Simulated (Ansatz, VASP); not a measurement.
# Zn36HNO35 (N-H pair in ZnO): VASP beside Ansatz

One calculation is typed for both programs; each brings its own data sets. How far apart do they land? The cell is taken from a series of runs on this material, whose earlier steps may have relaxed, scaled, displaced or heated it; both programs get it as it stands.

Calculated with Ansatz 0.2.0; plane waves, with VASP 6.6.1 beside it; single point at r2SCAN.

**1. Starting point**

The cell holds 73 atoms: 36 Zn, 35 O, 1 N and 1 H. Cell: a = 9.706 Å, b = 9.706 Å, c = 10.422 Å, α = 90.0°, β = 90.0°, γ = 120.0°. It derives from ZnO (ZnO (P6_3mc)). Nearest the centre at fractional (0.502, 0.584, 0.424): N72 at 0.36 Å, H73 at 0.99 Å, Zn24 at 1.97 Å, Zn20 at 1.98 Å, Zn17 at 2.00 Å, Zn8 at 2.35 Å, O69 at 2.83 Å, O65 at 2.83 Å.

**2. VASP: single point, r2SCAN**

With cell and atoms fixed, the geometry can't cause a difference; cores, projectors, grids and the points listed under the comparison can.

Lines of VASP's logs that name or quote its potential files are left out, and so is its time.

Contents of INCAR:

```
SYSTEM = Zn36HNO35
PREC = Accurate
ENCUT = 580
EDIFF = 1E-06
NELM = 120
ISMEAR = -1
SIGMA = 0.01
LREAL = Auto
ALGO = Normal
METAGGA = R2SCAN
LASPH = .TRUE.
NBANDS = 376
LORBIT = 11
LWAVE = .FALSE.
LCHARG = .FALSE.
ISIF = 2
ISYM = 0
GGA_COMPAT = .FALSE.
EFERMI = MIDGAP
LMIXTAU = .TRUE.
NCORE = 2
```

Contents of POSCAR:

```
Zn36HNO35
1.0
    9.7058587916      0.0000000000      0.0000000000
   -4.8529293958      8.4055202790      0.0000000000
    0.0000000000      0.0000000000     10.4220577674
Zn O N H
36 35 1 1
Direct
    0.1073648103      0.2194164003      0.2493568150
    0.2203301863      0.1097231400      0.0000444832
    0.1136616944      0.2251448852      0.7470625176
    0.2206886997      0.1083163744      0.4993640815
    0.1073484582      0.5553858589      0.2494624443
    0.2198119554      0.4429625670      0.9954162072
    0.1136675832      0.5559029328      0.7470620948
    0.2361797042      0.4507365224      0.4940718087
    0.1074497093      0.8874287961      0.2498271076
    0.2203996846      0.7766928098      0.0000267582
    0.1095509075      0.8884106701      0.7501400795
    0.2209068709      0.7781967394      0.4992955166
    0.4423760731      0.2223009358      0.2497552463
    0.5560553785      0.1111167727      0.0016710200
    0.4425248409      0.2187870407      0.7529781480
    0.5588640452      0.1126195360      0.5005206686
    0.4308144768      0.5497333722      0.2412874821
    0.5551024576      0.4434465220      0.9983985841
    0.4474370106      0.5576333629      0.7499276433
    0.5511532691      0.4315972484      0.5090526053
    0.4424374776      0.8880213144      0.2497109090
    0.5552102679      0.7780655645      0.9981168514
    0.4426642928      0.8913605609      0.7527000775
    0.5517380195      0.7860717503      0.5084961039
    0.7761730819      0.2217951738      0.2499519562
    0.8890012638      0.1109928908      0.9996291594
    0.7790801282      0.2232860080      0.7498158430
    0.8929144849      0.1132502468      0.4990243860
    0.7724783799      0.5524244346      0.2506539239
    0.8889826307      0.4441066352      0.9997298571
    0.7806186239      0.5561535396      0.7510520968
    0.8929794780      0.4456108701      0.4990555878
    0.7725659346      0.8874944337      0.2504801764
    0.8873894342      0.7767221943      0.0018240596
    0.7806981036      0.8919374692      0.7509099633
    0.8850789595      0.7753784142      0.4999172348
    0.2196085800      0.1096451273      0.1898529807
    0.1157299061      0.2258690336      0.4390595077
    0.2221607242      0.1104077207      0.6893082315
    0.1102035755      0.2208596008      0.9371058856
    0.2114964628      0.4393885760      0.1846395472
    0.1158852449      0.5557613053      0.4391753946
    0.2271187892      0.4471580148      0.6850499612
    0.1101601447      0.5556194318      0.9371238225
    0.2196585523      0.7772118346      0.1898526223
    0.1072057618      0.8865238729      0.4396679842
    0.2222190141      0.7789129161      0.6892419920
    0.1090498582      0.8876376961      0.9400204777
    0.5540466233      0.1108951702      0.1909483982
    0.4424212574      0.2164635348      0.4395765775
    0.5568384296      0.1121921169      0.6903542491
    0.4427779461      0.2200013697      0.9417772181
    0.5515614243      0.4431830222      0.1876204307
    0.5565953485      0.4419595940      0.6966898419
    0.4433310846      0.5549218421      0.9397578675
    0.5517524653      0.7763957577      0.1872579323
    0.4426109932      0.8925855097      0.4395339636
    0.5567621769      0.7821578630      0.6963641734
    0.4427690817      0.8892460948      0.9415308993
    0.8857247529      0.1091852649      0.1895245115
    0.7802182920      0.2231870069      0.4397308061
    0.8909018073      0.1130850029      0.6890013223
    0.7775030817      0.2219264442      0.9397546989
    0.8856949640      0.4438447198      0.1896542652
    0.7758344031      0.5517989852      0.4413058125
    0.8909155555      0.4451496760      0.6890299813
    0.7779224150      0.5553632777      0.9405669902
    0.8845055149      0.7757979334      0.1916920099
    0.7763489427      0.8901619685      0.4410003260
    0.8878409442      0.7774795204      0.6898057405
    0.7780431731      0.8888772439      0.9404234704
    0.4629533858      0.5652254905      0.4364528160
    0.6104378244      0.6363024536      0.3875255064
```

Contents of KPOINTS:

```
Points of the shifted mesh
1
Reciprocal
 0.2500000000  0.2500000000  0.2500000000 1
```

The projector-augmented-wave data sets are Zn, O, N and H (PBE family, release 64).

Launch:

```console
$ mpirun -np 8 vasp_std
```

Numbers of over 12 decimals in the logs are rounded to 6 here.

Log:

```text
[banner, memory and clock lines left out]
running    8 mpi-ranks, on    1 nodes
[...]
|                                                                             |
|               ----> ADVICE to this user running VASP <----                  |
|                                                                             |
|     You enforced a specific xc type in the INCAR file but a different       |
|     [... a line on the potential file left out ...]
|     I HOPE YOU KNOW WHAT YOU ARE DOING!                                     |
|                                                                             |

 LDA part: xc-table for (None), standard interpolation
 POSCAR, INCAR and KPOINTS ok, starting setup
[...]
entering main loop
       N       E                     dE             d eps       ncg     rms          rms(c)
DAV:   1     0.101035815324E+05    0.10104E+05   -0.29873E+05   752   0.278E+03
DAV:   2     0.188795794011E+04   -0.82156E+04   -0.79016E+04   752   0.784E+02
DAV:   3    -0.475832622729E+03   -0.23638E+04   -0.22325E+04   768   0.318E+02
DAV:   4    -0.826775978381E+03   -0.35094E+03   -0.34487E+03   824   0.127E+02
[...]
DAV:  68    -0.656695616472E+03    0.15073E-05   -0.38920E-08   400   0.237E-03    0.339E-03
DAV:  69    -0.656695615390E+03    0.10817E-05   -0.42698E-08   400   0.242E-03    0.257E-03
DAV:  70    -0.656695616001E+03   -0.61086E-06   -0.49063E-08   400   0.150E-03
   1 F= -.65669562E+03 E0= -.65669562E+03  d E =0.000000E+00
```

From OUTCAR (step 2):

```text
  FREE ENERGIE OF THE ION-ELECTRON SYSTEM (eV)
  ---------------------------------------------------
  free  energy   TOTEN  =      -656.6956160010 eV

  energy  without entropy=     -656.6956160010  energy(sigma->0) =     -656.69561600

[... 1 further part left out ...]
```

The run ends at a pressure of 0.83 GPa, with forces up to 4.4 eV/Å.

[end of part 1 of 2]

[Lines on the potential files, build, host, timing and source positions are cut from VASP's logs without a mark.]

[Logs are printed without paths, hosts, clocks, repeated set-up lines and the standing remarks that a program may print on its own settings, such as how far it seeks lower states.]

[Hosts, paths, dates, database ids (printed as entryN), source tags and the programs' standing remarks are cut or masked in the printed files.]
